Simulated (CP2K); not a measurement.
## CdSe (Cadmoselite) in CP2K: the effect of functional

CdSe (Cadmoselite):

```
CELL_PARAMETERS angstrom
4.30000 0.00000 0.00000
-2.15000 3.72391 0.00000
0.00000 0.00000 7.02000
ATOMIC_POSITIONS crystal
Cd 0.66667 0.33333 0.50000
Cd 0.33333 0.66667 0.00000
Se 0.66667 0.33333 0.88500
Se 0.33333 0.66667 0.38500
```

Alike in all runs:

```yaml
Program: CP2K 2026.2
Task: atomic charges
Potentials_or_basis: POTENTIAL_UZH Cd GTH-PBE-q12, Se GTH-PBE-q6; TZVP-MOLOPT-PBE-GTH basis
Density_cutoff: 9184 eV
k_mesh: 7 × 7 × 4
Occupations: fermi-dirac, width 0.05 eV
Spin: no spin polarisation
```

```csv
functional,gap on the mesh (eV),pressure (GPa)
LDA,0.42,0.1
PBEsol,0.54,1.3
BEEF-vdW,?,?
OLYP,1.07,4.9
rev-vdW-DF2,0.58,3.0
TPSS,0.80,3.2
```

Question: What does the run with functional BEEF-vdW give?

Answer: gap on the mesh 0.85 eV; pressure 4.8 GPa.

Caveats: the potentials were made for another functional, which shifts forces and pressure; the basis of atomic orbitals isn't converged, which shifts pressures, moduli and gaps.

Runs at the PBE level aren't shown here.
